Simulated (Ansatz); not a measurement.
La: pressure against volume per atom

Results calculated with Ansatz 0.2.0, not measured. Periodic Kohn-Sham DFT of a crystal at fixed atoms; pressure and stress are positive in compression; the energy is the free energy less that of spherical unpolarised free atoms; site moments are those in the method's own spheres, positive along +z.

Cell of the first row (space group Fd-3m, No. 227):
```
cell vectors (Å)
   0.0000     3.2711     3.2711
   3.2711     0.0000     3.2711
   3.2711     3.2711     0.0000
atoms (fractions of the cell vectors)
La  0.00000  0.00000  0.00000
La  0.25000  0.25000  0.25000
```

Settings of every row: method frozen-core PAW; functional PBE; relativity scalar; k mesh 10x10x10; filling fermi-dirac; smearing width 0.03 eV; wave cutoff 420 eV; paw set soft_2.

Atom start moment: 0 on all atoms.

Limits: no spin-orbit coupling on heavy atoms; some atoms lie unusually close (a squeezed, shaken or made-up cell).

| row | volume per atom (Å³) | pressure (GPa) |
| --- | --- | --- |
| 1 | 35.001 | 3.286 |
| 2 | 36.471 | ? |
| 3 | 37.215 | 0.001 |
| 4 | 37.959 | -0.836 |
| 5 | 39.448 | -2.162 |

Question: what pressure should row 2 give?

Worked fit of pressure. Take u = (V_r/V)^(2/3) − 1 with V_r = 37.587 Å³ an atom, which is twice the finite (Eulerian) strain; such expansions in the strain, on which the Birch-Murnaghan equation of state is built, carry the rest volume and the bulk modulus. The shown rows have u = 0.04867, 0.00665, -0.00654, -0.0317. Least squares give pressure = −0.4327 + 63.181 × u + 271.79 × u² GPa; a straight line predicts inner rows, each left out in turn, worse (root mean square 0.28 against 0.0034 GPa). The rows lie off it by 0.000, 0.002, -0.002, 0.000. The pressure vanishes at u = 0.0067, or V = 37.21 Å³ an atom, and there the bulk modulus at fixed shape and fractions is B = −V dP/dV = (2/3)(1 + u) dP/du = 44.8 GPa. The withheld row has u = 0.0203, so the fit gives −0.4327 + 63.181 × (0.0203) + 271.79 × (0.0203)² = 0.962 GPa.

The calculation gave 0.964 GPa. The fit lies 0.002 GPa (0.037 % of the column's range) below it; its largest miss of a shown row is 0.002 GPa.
